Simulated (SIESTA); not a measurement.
# Tl under changes of volume

One of the cells (29.146 Å³/atom); the others are scaled copies at fixed shape and fractional positions:

```
CELL_PARAMETERS angstrom
3.47889 0.00000 0.00000
-1.73944 3.01281 0.00000
0.00000 0.00000 5.56159
ATOMIC_POSITIONS crystal
Tl 0.66667 0.33333 0.75000
Tl 0.33333 0.66667 0.25000
```

* Program: SIESTA 5.4.2
* Functional: PBE
* Potentials or basis: PseudoDojo 0.4 standard (PBE files)
* Basis: DZP (energy shift 0.003 Ry; two zetas on semicore shells)
* Grid cutoff: 500 Ry
* Energy shift: 0.003 Ry
* k mesh: 9 × 9 × 5
* Occupations: fermi-dirac, width 0.05 eV
* Spin: no spin polarisation

```csv
volume (Å³/atom),energy over the lowest point (meV/atom),pressure (GPa)
26.860,73.29,6.6
27.432,?,?
28.003,34.79,4.2
29.146,11.68,2.4
29.718,4.58,1.6
30.289,0.00,1.0
```

Task: What does the run at 27.432 Å³/atom give?

Result: Energy over the lowest point 51.91 meV/atom; pressure 5.4 GPa.

Worked out: A Birch-Murnaghan fit of order 3 (a polynomial in V^(-2/3)) to the other rows has no minimum within the range. It gives 51.82 meV/atom at 27.432 Å³/atom, against the run's 51.91, and -dE/dV = 5.4 GPa, against 5.4.

Energies are extrapolated to zero smearing.

Caveats: the basis of atomic orbitals isn't converged, which shifts pressures, moduli and gaps.
